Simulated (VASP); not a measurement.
# BaS (Fm-3m) in VASP: settings compared

One crystal, BaS, is run at these levels: TPSS, revTPSS, MS2; tasks: band structure.

All numbers are computed with VASP 6.6.1; they aren't measurements. Logs are shortened: lines on timing, memory, paths and dates and some standing lists are left out, and cuts for length are marked.

**What was measured.**

A printed reference work, monograph, original work of 1988 reports, for a bulk crystal of BaS at 2 K: band gap 3.806 eV (indirect).

The results are compared with them further down.

## (1) The structure

It takes space group Fm-3m (No. 225, cubic). The conventional cell has a = 6.388 Å, b = 6.388 Å, c = 6.388 Å, α = 90.00°, β = 90.00°, γ = 90.00°. Ba (site symmetry m-3m) has 6 S at 3.19 Å as nearest neighbours. S (site symmetry m-3m) has 6 Ba at 3.19 Å as nearest neighbours.

## (2) Band structure, TPSS

File INCAR:

```
SYSTEM = BaS
  PREC = Accurate
  ENCUT = 520
  EDIFF = 1E-6
  ISMEAR = -1
  SIGMA = 0.05
  LREAL = .FALSE.
  LASPH = .TRUE.
  NELM = 60
  ALGO = Normal
  ISIF = 2
  LWAVE = .FALSE.
  LCHARG = .FALSE.
  METAGGA = TPSS
  LMIXTAU = .TRUE.
  NBANDS = 15
```

File KPOINTS:

```
regular mesh
0
G
  7 7 7
  0 0 0
```

File POSCAR:

```
BaS
1.0
    0.0000000000      3.1937500000      3.1937500000
    3.1937500000      0.0000000000      3.1937500000
    3.1937500000      3.1937500000      0.0000000000
Ba S
1 1
Direct
    0.0000000000      0.0000000000      0.0000000000
    0.5000000000      0.5000000000      0.5000000000
```

File KPOINTS_OPT:

```
path GXWKGLUWLK,UX
10
line-mode
reciprocal
 0.0000000000  0.0000000000  0.0000000000  G
 0.5000000000  0.0000000000  0.5000000000  X

 0.5000000000  0.0000000000  0.5000000000  X
 0.5000000000  0.2500000000  0.7500000000  W

 0.5000000000  0.2500000000  0.7500000000  W
 0.3750000000  0.3750000000  0.7500000000  K

 0.3750000000  0.3750000000  0.7500000000  K
 0.0000000000  0.0000000000  0.0000000000  G

 0.0000000000  0.0000000000  0.0000000000  G
 0.5000000000  0.5000000000  0.5000000000  L

 0.5000000000  0.5000000000  0.5000000000  L
 0.6250000000  0.2500000000  0.6250000000  U

 0.6250000000  0.2500000000  0.6250000000  U
 0.5000000000  0.2500000000  0.7500000000  W

 0.5000000000  0.2500000000  0.7500000000  W
 0.5000000000  0.5000000000  0.5000000000  L

 0.5000000000  0.5000000000  0.5000000000  L
 0.3750000000  0.3750000000  0.7500000000  K

 0.6250000000  0.2500000000  0.6250000000  U
 0.5000000000  0.0000000000  0.5000000000  X
```

Potentials or basis: VASP PAW PBE potentials, release 64 (Ba_sv, S).

Run with:

```console
> cat potpaw_PBE.64/Ba_sv/POTCAR potpaw_PBE.64/S/POTCAR > POTCAR
> mpirun -np 1 vasp_std > vasp.out
```

OUTCAR:

```text
SYSTEM = BaS
   PREC = Accurate
   ENCUT = 520
   EDIFF = 1E-6
   ISMEAR = -1
   LREAL = .FALSE.
   LASPH = .TRUE.
   NELM = 60
   ISIF = 2
   METAGGA = TPSS

 ion  position               nearest neighbor table
   1  0.000  0.000  0.000-   2 3.19   2 3.19   2 3.19   2 3.19   2 3.19   2 3.19
   2  0.500  0.500  0.500-   1 3.19   1 3.19   1 3.19   1 3.19   1 3.19   1 3.19

  LATTYP: Found a face centered cubic cell.
 ALAT       =     6.3875000000

  Lattice vectors:

 A1 = (   0.0000000000,   3.1937500000,   3.1937500000)
 A2 = (   3.1937500000,   0.0000000000,   3.1937500000)
 A3 = (   3.1937500000,   3.1937500000,   0.0000000000)

Analysis of symmetry for initial positions (statically):
=====================================================================
 Subroutine PRICEL returns:
 Original cell was already a primitive cell.

 Routine SETGRP: Setting up the symmetry group for a
 face centered cubic supercell.

 Subroutine GETGRP returns: Found 48 space group operations
 (whereof 48 operations were pure point group operations)
 out of a pool of 48 trial point group operations.

The static configuration has the point symmetry O_h .

Analysis of symmetry for dynamics (positions and initial velocities):
=====================================================================
 Subroutine PRICEL returns:
 Original cell was already a primitive cell.

 Routine SETGRP: Setting up the symmetry group for a
 face centered cubic supercell.

 Subroutine GETGRP returns: Found 48 space group operations
 (whereof 48 operations were pure point group operations)
 out of a pool of 48 trial point group operations.

The dynamic configuration has the point symmetry O_h .

 Subroutine INISYM returns: Found 48 space group operations
 (whereof 48 operations are pure point group operations),
 and found     1 'primitive' translations

----------------------------------------------------------------------------------------

                                     Primitive cell

  volume of cell :      65.1527

  direct lattice vectors                    reciprocal lattice vectors
     0.000000000  3.193750000  3.193750000    -0.156555773  0.156555773  0.156555773
     3.193750000  0.000000000  3.193750000     0.156555773 -0.156555773  0.156555773
     3.193750000  3.193750000  0.000000000     0.156555773  0.156555773 -0.156555773

  length of vectors
     4.516644565  4.516644565  4.516644565     0.271162553  0.271162553  0.271162553

  position of ions in fractional coordinates (direct lattice)
     0.000000000  0.000000000  0.000000000
     0.500000000  0.500000000  0.500000000

  ion indices of the primitive-cell ions
   primitive index   ion index
                 1           1
                 2           2

----------------------------------------------------------------------------------------

 KPOINTS: regular mesh

Automatic generation of k-mesh.
 Grid dimensions read from file:
 generate k-points for:    7    7    7

 Generating k-lattice:

  Cartesian coordinates                     Fractional coordinates (reciprocal lattice)
    -0.022365110  0.022365110  0.022365110     0.142857143  0.000000000  0.000000000
     0.022365110 -0.022365110  0.022365110     0.000000000  0.142857143  0.000000000
     0.022365110  0.022365110 -0.022365110     0.000000000  0.000000000  0.142857143

  Length of vectors
     0.038737508  0.038737508  0.038737508

  Shift w.r.t. Gamma in fractional coordinates (k-lattice)
     0.000000000  0.000000000  0.000000000

 Subroutine IBZKPT returns following result:
 ===========================================

 Found     20 irreducible k-points:

 Following reciprocal coordinates:
            Coordinates               Weight
  0.000000  0.000000  0.000000      1.000000
  0.142857  0.000000  0.000000      8.000000
  0.285714  0.000000  0.000000      8.000000
  0.428571  0.000000  0.000000      8.000000
  0.142857  0.142857  0.000000      6.000000
  0.285714  0.142857  0.000000     24.000000
[... 12 lines left out ...]
 -0.428571  0.428571  0.142857     24.000000
[... 46 lines left out ...]
  band No.  band energies     occupation
      1     -24.9006      2.00000
      2      -9.8534      2.00000
      3      -9.8534      2.00000
      4      -9.8534      2.00000
      5      -9.2559      2.00000
      6       1.3400      2.00000
      7       1.3400      2.00000
      8       1.3400      2.00000
      9       5.1009      0.00000
     10       5.3691      0.00000
     11       5.3691      0.00000
     12       5.3691      0.00000
     13       6.3683      0.00000
     14       6.3683      0.00000
     15      10.0326      0.00000

 k-point     2 :       0.1429    0.0000    0.0000
  band No.  band energies     occupation
      1     -24.8919      2.00000
      2     -10.2713      2.00000
      3      -9.8605      2.00000
      4      -9.8605      2.00000
      5      -8.8209      2.00000
      6       0.8320      2.00000
      7       1.0778      2.00000
      8       1.0778      2.00000
      9       5.3621      0.00000
     10       5.6774      0.00000
     11       5.6774      0.00000
     12       5.8532      0.00000
     13       6.9554      0.00000
     14       6.9554      0.00000
     15      10.8647      0.00000

 k-point     3 :       0.2857    0.0000    0.0000
  band No.  band energies     occupation
      1     -24.8720      2.00000
      2     -10.7588      2.00000
      3      -9.8765      2.00000
      4      -9.8765      2.00000
      5      -8.2923      2.00000
      6      -0.0039      2.00000
      7       0.6056      2.00000
      8       0.6056      2.00000
      9       5.6885      0.00000
     10       6.5255      0.00000
     11       6.5255      0.00000
     12       7.1916      0.00000
     13       8.3718      0.00000
     14       8.3718      0.00000
     15      12.0907      0.00000
[... 271 lines left out ...]
 k-point    19 :      -0.4286    0.4286    0.1429
  band No.  band energies     occupation
      1     -24.8421      2.00000
      2     -10.4982      2.00000
      3     -10.1328      2.00000
      4     -10.0948      2.00000
      5      -8.6967      2.00000
      6       0.4764      2.00000
      7       0.7103      2.00000
      8       0.9870      2.00000
      9       4.4254      0.00000
     10       7.3477      0.00000
     11       7.7658      0.00000
     12       8.7461      0.00000
     13       8.9186      0.00000
     14       9.7208      0.00000
     15      10.9424      0.00000

 k-point    20 :      -0.2857    0.4286    0.1429
  band No.  band energies     occupation
      1     -24.8407      2.00000
      2     -10.5482      2.00000
      3     -10.2198      2.00000
      4     -10.0731      2.00000
      5      -8.5287      2.00000
      6       0.2007      2.00000
      7       0.7454      2.00000
      8       0.8082      2.00000
      9       5.3825      0.00000
     10       6.3130      0.00000
     11       8.0309      0.00000
     12       8.7135      0.00000
     13       8.7912      0.00000
     14      10.8004      0.00000
     15      11.7091      0.00000

------------------------ aborting loop because EDIFF is reached ----------------------------------------

  FORCE on cell =-STRESS in cart. coord.  units (eV):
  Direction    XX          YY          ZZ          XY          YZ          ZX
  --------------------------------------------------------------------------------------
  -------------------------------------------------------------------------------------
  Total        0.5360631      0.5360631      0.5360631      0.0000000      0.0000000      0.0000000
  in kB       13.1823785     13.1823785     13.1823785      0.0000000      0.0000000      0.0000000
  external PRESSURE =      13.1823785 kB  Pullay stress =       0.0000000 kB

 VOLUME and BASIS-vectors are now :
 -----------------------------------------------------------------------------
  energy-cutoff  :      520.00
  volume of cell :       65.15
      direct lattice vectors                 reciprocal lattice vectors
     0.000000000  3.193750000  3.193750000    -0.156555773  0.156555773  0.156555773
     3.193750000  0.000000000  3.193750000     0.156555773 -0.156555773  0.156555773
     3.193750000  3.193750000  0.000000000     0.156555773  0.156555773 -0.156555773

 POSITION                                       TOTAL-FORCE (eV/Angst)
 -----------------------------------------------------------------------------------
      0.00000      0.00000      0.00000        -0.000000     -0.000000      0.000000
      3.19375      3.19375      3.19375         0.000000      0.000000     -0.000000
 -----------------------------------------------------------------------------------
    total drift:                                0.000000      0.000000      0.000000

  FREE ENERGIE OF THE ION-ELECTRON SYSTEM (eV)
  ---------------------------------------------------
  free  energy   TOTEN  =       -23.1585616110 eV

  energy  without entropy=      -23.1585616109  energy(sigma->0) =      -23.15856161
```

Wall time 3.8 min (1 thread of Intel Xeon Platinum 8375C at 2.90GHz (Ice Lake), shared host); peak memory 0.22 GiB.

Results:

| Item | Value |
| --- | --- |
| Free energy | -23.1586 eV |
| Pressure | 1.3 GPa |
| Band gap on the k mesh | 2.25 eV, indirect (least direct gap 2.39 eV) |
| Band gap along the path | 2.18 eV, indirect (least direct gap 2.32 eV) |

Levels at the corners of the path, in eV from the valence-band top:
```tsv
point	band 4	band 5	band 6	band 7	band 8	band 9	band 10	band 11	band 12	band 13
Γ	-11.19	-10.60	0.00	0.00	0.00	3.76	4.03	4.03	4.03	5.03
X	-11.39	-10.51	-0.54	-0.14	-0.14	2.18	6.20	6.31	7.73	7.73
X	-11.39	-10.51	-0.54	-0.14	-0.14	2.18	6.20	6.31	7.73	7.73
W	-11.54	-9.91	-1.11	-0.50	-0.50	4.40	4.40	6.58	7.18	7.76
W	-11.54	-9.91	-1.11	-0.50	-0.50	4.40	4.40	6.58	7.18	7.76
K	-11.33	-9.95	-0.95	-0.61	-0.55	3.39	6.10	6.88	6.98	7.54
K	-11.33	-9.95	-0.95	-0.61	-0.55	3.39	6.10	6.88	6.98	7.54
Γ	-11.19	-10.60	0.00	0.00	0.00	3.76	4.03	4.03	4.03	5.03
Γ	-11.19	-10.60	0.00	0.00	0.00	3.76	4.03	4.03	4.03	5.03
L	-11.23	-9.28	-1.95	-1.08	-1.08	5.69	5.74	6.52	6.52	9.18
L	-11.23	-9.28	-1.95	-1.08	-1.08	5.69	5.74	6.52	6.52	9.18
U	-11.33	-9.95	-0.95	-0.61	-0.55	3.39	6.10	6.88	6.98	7.54
U	-11.33	-9.95	-0.95	-0.61	-0.55	3.39	6.10	6.88	6.98	7.54
W	-11.54	-9.91	-1.11	-0.50	-0.50	4.40	4.40	6.58	7.18	7.76
W	-11.54	-9.91	-1.11	-0.50	-0.50	4.40	4.40	6.58	7.18	7.76
L	-11.23	-9.28	-1.95	-1.08	-1.08	5.69	5.74	6.52	6.52	9.18
L	-11.23	-9.28	-1.95	-1.08	-1.08	5.69	5.74	6.52	6.52	9.18
K	-11.33	-9.95	-0.95	-0.61	-0.55	3.39	6.10	6.88	6.98	7.54
U	-11.33	-9.95	-0.95	-0.61	-0.55	3.39	6.10	6.88	6.98	7.54
X	-11.39	-10.51	-0.54	-0.14	-0.14	2.18	6.20	6.31	7.73	7.73
```

Caveat: the PAW data sets were made with another functional, which shifts forces and pressure a little; spin-orbit coupling is left out, which moves the levels of the heavy elements.

## (3) Band structure, revTPSS

File INCAR:

```
  PREC = Accurate
  ENCUT = 520
  EDIFF = 1E-6
  ISMEAR = -1
  SIGMA = 0.05
  LREAL = False
  LASPH = True
  NELM = 100
  ALGO = Normal
  ISIF = 2
  LWAVE = False
  LCHARG = False
  METAGGA = RTPSS
  LMIXTAU = True
```

File KPOINTS:

```
Automatic mesh
0
Gamma
  7 7 7
```

POSCAR is that of step 2.

KPOINTS_OPT is that of step 2.

Potentials or basis: VASP PAW PBE potentials, release 64 (Ba_sv, S).

Run with:

```console
> cat potpaw_PBE.64/Ba_sv/POTCAR potpaw_PBE.64/S/POTCAR > POTCAR
> mpirun -np 1 vasp_std > vasp.out
```

Wall time 3.5 min (1 thread of Intel Xeon Platinum 8375C at 2.90GHz (Ice Lake), shared host); peak memory 0.22 GiB.

It converged, with:

```
Free energy             : 10.8519 eV
Pressure                : 1.2 GPa
Band gap on the k mesh  : 2.19 eV, indirect (least direct gap 2.34 eV)
Band gap along the path : 2.13 eV, indirect (least direct gap 2.27 eV)
```

Levels at the corners of the path, in eV from the valence-band top:
| point | band 4 | band 5 | band 6 | band 7 | band 8 | band 9 | band 10 | band 11 | band 12 |
| --- | --- | --- | --- | --- | --- | --- | --- | --- | --- |
| Γ | -11.24 | -10.66 | 0.00 | 0.00 | 0.00 | 3.73 | 4.01 | 4.01 | 4.01 |
| X | -11.43 | -10.57 | -0.56 | -0.14 | -0.14 | 2.13 | 6.27 | 6.35 | 7.73 |
| X | -11.43 | -10.57 | -0.56 | -0.14 | -0.14 | 2.13 | 6.27 | 6.35 | 7.74 |
| W | -11.59 | -9.96 | -1.12 | -0.52 | -0.52 | 4.36 | 4.36 | 6.64 | 7.25 |
| W | -11.59 | -9.96 | -1.12 | -0.52 | -0.52 | 4.36 | 4.36 | 6.64 | 7.25 |
| K | -11.38 | -10.01 | -0.96 | -0.61 | -0.57 | 3.34 | 6.07 | 6.93 | 6.97 |
| K | -11.38 | -10.01 | -0.96 | -0.61 | -0.57 | 3.34 | 6.07 | 6.93 | 6.97 |
| Γ | -11.24 | -10.66 | 0.00 | 0.00 | 0.00 | 3.73 | 4.01 | 4.01 | 4.01 |
| Γ | -11.24 | -10.66 | 0.00 | 0.00 | 0.00 | 3.73 | 4.01 | 4.01 | 4.01 |
| L | -11.27 | -9.33 | -1.97 | -1.08 | -1.08 | 5.66 | 5.67 | 6.52 | 6.52 |
| L | -11.27 | -9.33 | -1.97 | -1.08 | -1.08 | 5.66 | 5.67 | 6.52 | 6.52 |
| U | -11.38 | -10.01 | -0.96 | -0.61 | -0.57 | 3.34 | 6.07 | 6.93 | 6.97 |
| U | -11.38 | -10.01 | -0.96 | -0.61 | -0.57 | 3.34 | 6.07 | 6.93 | 6.97 |
| W | -11.59 | -9.96 | -1.12 | -0.52 | -0.52 | 4.36 | 4.36 | 6.64 | 7.25 |
| W | -11.59 | -9.96 | -1.12 | -0.52 | -0.52 | 4.36 | 4.36 | 6.64 | 7.25 |
| L | -11.27 | -9.33 | -1.97 | -1.08 | -1.08 | 5.66 | 5.67 | 6.52 | 6.52 |
| L | -11.27 | -9.33 | -1.97 | -1.08 | -1.08 | 5.66 | 5.67 | 6.52 | 6.52 |
| K | -11.38 | -10.01 | -0.96 | -0.61 | -0.57 | 3.34 | 6.07 | 6.93 | 6.97 |
| U | -11.38 | -10.01 | -0.96 | -0.61 | -0.57 | 3.34 | 6.07 | 6.93 | 6.97 |
| X | -11.43 | -10.57 | -0.56 | -0.14 | -0.14 | 2.13 | 6.27 | 6.35 | 7.74 |

Caveat: the PAW data sets were made with another functional, which shifts forces and pressure a little; spin-orbit coupling is left out, which moves the levels of the heavy elements.

## (4) Band structure, MS2

File INCAR:

```
SYSTEM = BaS
PREC = Accurate ; ENCUT = 520
EDIFF = 1E-6 ; ISMEAR = -1
SIGMA = 0.05 ; LREAL = .False.
LASPH = .True. ; NELM = 80
ALGO = Normal ; ISIF = 2
LWAVE = .False. ; LCHARG = .False.
METAGGA = MS2 ; LMIXTAU = .True.
NBANDS = 15
```

File KPOINTS:

```
Automatic mesh
0
Gamma
  7 7 7
  0 0 0
```

POSCAR is that of step 3.

KPOINTS_OPT: that of step 3 with these lines changed.

```diff
@@ -1,3 +1,3 @@
 path GXWKGLUWLK,UX
-10
+15
 line-mode
```

Run with:

```console
> cat potpaw_PBE.64/Ba_sv/POTCAR potpaw_PBE.64/S/POTCAR > POTCAR
> mpirun -np 1 vasp_std > vasp.out
```

Run time: 4.9 min. Hardware: 1 thread of Intel Xeon Platinum 8375C at 2.90GHz (Ice Lake), shared host; peak memory 0.23 GiB.

Results (log left out):

```
Free energy             : -9.2040 eV
Pressure                : 0.9 GPa
Band gap on the k mesh  : 2.47 eV, indirect (least direct gap 2.62 eV)
Band gap along the path : 2.41 eV, indirect (least direct gap 2.55 eV)
```

Levels at the corners of the path, in eV from the valence-band top:
| point | band 6 | band 7 | band 8 | band 9 | band 10 | band 11 |
| --- | --- | --- | --- | --- | --- | --- |
| Γ | 0.00 | 0.00 | 0.00 | 4.20 | 4.25 | 4.25 |
| X | -0.53 | -0.14 | -0.14 | 2.41 | 6.54 | 6.75 |
| X | -0.53 | -0.14 | -0.14 | 2.41 | 6.54 | 6.75 |
| W | -1.08 | -0.49 | -0.49 | 4.62 | 4.62 | 6.97 |
| W | -1.08 | -0.49 | -0.49 | 4.62 | 4.62 | 6.97 |
| K | -0.91 | -0.59 | -0.54 | 3.61 | 6.32 | 7.16 |
| K | -0.91 | -0.59 | -0.54 | 3.61 | 6.32 | 7.16 |
| Γ | 0.00 | 0.00 | 0.00 | 4.20 | 4.25 | 4.25 |
| Γ | 0.00 | 0.00 | 0.00 | 4.20 | 4.25 | 4.25 |
| L | -1.88 | -1.05 | -1.05 | 5.89 | 6.04 | 6.71 |
| L | -1.88 | -1.05 | -1.05 | 5.89 | 6.04 | 6.71 |
| U | -0.91 | -0.59 | -0.54 | 3.61 | 6.32 | 7.16 |
| U | -0.91 | -0.59 | -0.54 | 3.61 | 6.32 | 7.16 |
| W | -1.08 | -0.49 | -0.49 | 4.62 | 4.62 | 6.97 |
| W | -1.08 | -0.49 | -0.49 | 4.62 | 4.62 | 6.97 |
| L | -1.88 | -1.05 | -1.05 | 5.89 | 6.04 | 6.71 |
| L | -1.88 | -1.05 | -1.05 | 5.89 | 6.04 | 6.71 |
| K | -0.91 | -0.59 | -0.54 | 3.61 | 6.32 | 7.16 |
| U | -0.91 | -0.59 | -0.54 | 3.61 | 6.32 | 7.16 |
| X | -0.53 | -0.14 | -0.14 | 2.41 | 6.54 | 6.75 |

Caveat: the PAW data sets were made with another functional, which shifts forces and pressure a little; spin-orbit coupling is left out, which moves the levels of the heavy elements.

## (5) Summary

| level | gap on the mesh (eV) | pressure (GPa) |
| --- | --- | --- |
| TPSS | 2.25 | 1.3 |
| revTPSS | 2.19 | 1.2 |
| MS2 | 2.47 | 0.9 |

Alike in all rows: task band structure; potentials or basis VASP PAW PBE potentials, release 64 (Ba_sv, S); no spin polarisation; cell as given; k mesh 7 × 7 × 7; cutoff (eV) 520; smearing fermi-dirac 0.05 eV.

On the cell as given the gap runs from 2.13 eV (revTPSS) to 2.41 eV (MS2). The pressure there spans 0.9 GPa (MS2) to 1.3 GPa (TPSS); a positive pressure means that this level wants a larger cell, a negative one a smaller.

Caveats: the PAW data sets were made with another functional, which shifts forces and pressure a little; spin-orbit coupling is left out, which moves the levels of the heavy elements.

Total energies depend on the potentials used, so only differences within one code and one set of settings carry meaning.

## (6) Comparison with measurements

Step 2. A measured gap of BaS is 3.806 eV (indirect; 2 K; a printed reference work, monograph, original work of 1988); the calculated 2.18 eV misses it by -1.62 eV. Spin-orbit coupling on Ba is left out. The value is that of TPSS, without temperature or zero-point motion.

Step 3. A measured gap of BaS is 3.806 eV (indirect; 2 K; a printed reference work, monograph, original work of 1988); the calculated 2.13 eV misses it by -1.68 eV. Spin-orbit coupling on Ba is left out. The value is that of revTPSS, without temperature or zero-point motion.

Step 4. Measured gap of BaS: 3.806 eV (indirect; 2 K; a printed reference work, monograph, original work of 1988). This calculation gives 2.41 eV (-1.39 eV). Spin-orbit coupling on Ba is left out. The value is that of MS2, without temperature or zero-point motion.
